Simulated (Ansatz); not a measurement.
**SnSe: a single-point run**

Aim: a sound single-point run of SnSe. The structure is shown as the input types it. The cell is built on a prototype (wurtzite) and needn't be the phase found in nature.

Program: Ansatz 0.2.0. Level of theory: density functional or hybrid calculation with the settings of its input, plane waves (as first typed). These are calculated values, not measurements.

### 1 The structure to begin with

Symmetry: P6_3mc, No. 186, hexagonal system. The conventional cell has a = 5.075 Å, b = 5.075 Å, c = 6.174 Å, α = 90.00°, β = 90.00°, γ = 120.00°. Around Sn (site symmetry 3m) lie 4 Se at 2.80 to 2.94 Å. Se (site symmetry 3m) is surrounded by 4 Sn at 2.80 to 2.94 Å.

Coordinates:

```cif
data_structure
_symmetry_space_group_name_H-M 'P6_3mc'
_symmetry_Int_Tables_number 186
_cell_length_a 5.0748
_cell_length_b 5.0748
_cell_length_c 6.1737
_cell_angle_alpha 90.000
_cell_angle_beta 90.000
_cell_angle_gamma 120.000
_cell_volume 137.69
loop_
_atom_site_label
_atom_site_type_symbol
_atom_site_symmetry_multiplicity
_atom_site_Wyckoff_symbol
_atom_site_fract_x
_atom_site_fract_y
_atom_site_fract_z
_atom_site_occupancy
Sn1 Sn 2 b 0.33333 0.66667 0.96086 1
Se1 Se 2 b 0.33333 0.66667 0.41414 1
```

### 2 Running it

File input.yaml:

```yaml
crystal:
  lattice:
    - [5.0747781426, 0.0, 0.0]
    - [-2.5373890713, 4.3948867901, 0.0]
    - [0.0, 0.0, 6.1736757435]
  atoms:
    - { symbol: Sn, position: [0.3333333333, 0.6666666667, -0.0391356268] }
    - { symbol: Sn, position: [0.6666666667, 0.3333333333, 0.4608643732] }
    - { symbol: Se, position: [0.3333333333, 0.6666666667, 0.4141356268] }
    - { symbol: Se, position: [0.6666666667, 0.3333333333, 0.9141356268] }
kpoints:
  mp_grid: { grid: [6, 6, 4] }
hamiltonian:
  xc: pbe
scf:
  occupations: { method: fixed }
  n_extra_bands: 5
  convergence: { dr2_threshold: 1.0 }
  max_iter: 85
output:
  forces: true
  stress: true
  eigenvalues: true
```

The run is started by

```bash
$ ansatz run input.yaml --threads 4 --pin off --max-ram 3686MiB --backend cpu --events-out ev --progress --plain --runs-dir out
```

Q: Will this input give a usable result? If not, why, and what should change?

The run converged and reported no error, with warnings (force scf threshold loose, stress scf threshold loose, unresolved pair at count). Its log warns: «scf.convergence.dr2_threshold = 1e0 eV is looser than this run's default, which is 1e-7 eV or tighter. The error in the forces grows as the threshold's square root ...»

The threshold asked is loose, but the program put off the close and ended at dr2 = 9.5e-8, so little accuracy was lost here.

The test: delete scf.convergence.dr2_threshold (the default then holds).
